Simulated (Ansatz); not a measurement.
## Os: frozen-core PAW against all-electron methods

```
Os
1.0
     2.73410   -0.02734   -0.02734
    -1.39073    2.38147   -0.01001
    -0.04320   -0.04320    4.31970
Os
2
Direct
  0.33333 0.66667 0.25000
  0.66667 0.33333 0.75000
```

Atom numbers follow the list: Os1, Os2.

The cell comes from COD entry 9017843, which wasn't checked; take it as a given geometry. The listed cell was then made from it by scaling, straining or moving an atom.

No spin–orbit coupling, which matters for the heavy atoms here.

All numbers are computed: DFT, PBEsol, PAW with Ansatz's default frozen-core files, scalar-relativistic (Ansatz 0.2.0); DFT, PBEsol, all-electron PAW with datasets made for the crystal, scalar-relativistic (Ansatz 0.2.0).

For PAW: a Γ-centred 17×17×10 k mesh, Fermi–Dirac smearing of 0.08 eV, cutoff 420 eV, no spin polarisation; the PAW files were made with PBE, and the program remakes their frozen cores for this functional. The crystal-made all-electron datasets (AE datasets) take a cutoff of 340 eV at this cell. The Ansatz runs share mesh, smearing and spin set-up. Plane-wave (PAW) pressures include the program's estimate of the Pulay term.

Stress and pressure are positive in compression.

The change that made this cell: equal xy, yz and zx engineering shear strains of -2 %.

Spin–orbit coupling is left out, which moves gradients at and beside heavy atoms by some per cent and at worst by a factor of two.

In a metal, gradients converge slowly with the k mesh: the values move by tens of per cent from one mesh to another, at times in sign, so only the comparison on one mesh counts.

```tsv
quantity	PAW	AE datasets
pressure (GPa)	-2.20	-2.20
stress xx (GPa)	-2.20	-2.20
stress yy (GPa)	-1.94	-1.93
stress zz (GPa)	-2.46	-2.47
stress yz (GPa)	5.45	5.45
stress xz (GPa)	5.45	5.45
stress xy (GPa)	5.69	5.69
force on Os1, x (eV/Å)	0.065	0.065
field gradient Vzz at Os1 (10²¹ V/m²)	-7.10	-7.18
```

PAW's pressure differs from the AE datasets value by about 0.01 GPa or less.
